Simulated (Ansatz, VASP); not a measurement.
**H2Mg in VASP and in Ansatz**

```
H Mg
1.0
    12.00000    0.00000    0.00000
     0.00000   12.30000    0.00000
     0.00000    0.00000   12.60000
H Mg
2 1
Direct
  0.50000 0.48780 0.34127
  0.50000 0.48780 0.61111
  0.50000 0.48780 0.47619
```

Alike in both runs: task relaxation of the atoms; functional HSE06; k mesh 1 × 1 × 1; occupations gaussian, width 0.01 eV; no spin polarisation.

|  | VASP | Ansatz |
| --- | --- | --- |
| version | VASP 6.6.1 | Ansatz 0.2.0 |
| potentials or method | VASP PAW PBE potentials, release 64 (H, Mg) | scalar-relativistic, plane waves, PAW |
| plane-wave cutoff (eV) | 520 | 420 |
| valence electrons in the cell | 4 | 12 |

```tsv
	VASP	Ansatz	Ansatz less VASP
gap on the k mesh at the Fermi level, each at its own relaxed structure (eV)	5.81	5.81	-0.005
```

The two sets of potentials don't hold the same shells in valence.
